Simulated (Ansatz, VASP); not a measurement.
One calculation of AlCu3, two programs

The input INCAR:

```
  PREC = Accurate
  ENCUT = 520
  EDIFF = 1E-7
  ISMEAR = -1
  SIGMA = 0.05
  LREAL = F
  LASPH = T
  NELM = 100
  ALGO = Normal
  ISIF = 2
  LWAVE = F
  LCHARG = F
  GGA = PS
  NBANDS = 26
```

The input KPOINTS:

```
Automatic mesh
0
Gamma
  7 7 7
```

File POSCAR:

```
AlCu3
1.0
    3.5631236581      0.0000000000      0.0000000000
    0.0000000000      3.5631236581      0.0000000000
    0.0000000000      0.0000000000      3.5631236581
Cu Al
3 1
Direct
    0.0000000000      0.5000000000      0.5000000000
    0.5000000000      0.0000000000      0.5000000000
    0.5000000000      0.5000000000      0.0000000000
    0.0000000000      0.0000000000      0.0000000000
```

Contents of input.yaml:

```yaml
crystal:
  lattice:
    - [3.5631236581, 0.0, 0.0]
    - [0.0, 3.5631236581, 0.0]
    - [0.0, 0.0, 3.5631236581]
  atoms:
    - { symbol: Cu, position: [0.0, 0.5, 0.5] }
    - { symbol: Cu, position: [0.5, 0.0, 0.5] }
    - { symbol: Cu, position: [0.5, 0.5, 0.0] }
    - { symbol: Al, position: [0.0, 0.0, 0.0] }
hamiltonian:
  xc: pbesol
  pseudopotentials: { kind: paw }
kpoints:
  mp_grid: { grid: [7, 7, 7] }
scf:
  occupations: { method: fermi_dirac, width: 0.05 }
output:
  forces: true
  stress: true
  eigenvalues: true
  write_density: true
  write_potential: true
  elf: true
  volumetric_format: npy
```

Change from the starting cell: volume scaled by 0.94.

Alike in both runs: task single point; functional PBEsol; k mesh 7 × 7 × 7; occupations fermi-dirac, width 0.05 eV; no spin polarisation.

|  | VASP | Ansatz |
| --- | --- | --- |
| version | VASP 6.6.1 | Ansatz 0.2.0 |
| potentials or method | VASP PAW PBE potentials, release 64 (Cu, Al) | Ansatz PAW |
| plane-wave cutoff (eV) | 520 | 420 |
| valence electrons in the cell | 36 | 60 |

|  | VASP | Ansatz | Ansatz less VASP |
| --- | --- | --- | --- |
| gap on the k mesh at the Fermi level (eV) | none | none | - |
| pressure (GPa) | 10.4 | 9.9 | -0.50 |

A gap of «none» marks a metal or a gap that the smearing closes. With one functional, cell and mesh, what is left measures potentials, basis and numerics. The two sets of potentials don't hold the same shells in valence.

Caveats: the PAW data sets were made with another functional, which shifts forces and pressure a little (VASP); the PAW data sets come from PBE, with cores solved anew for the run's functional, which leaves a small shift of forces and pressure (Ansatz).
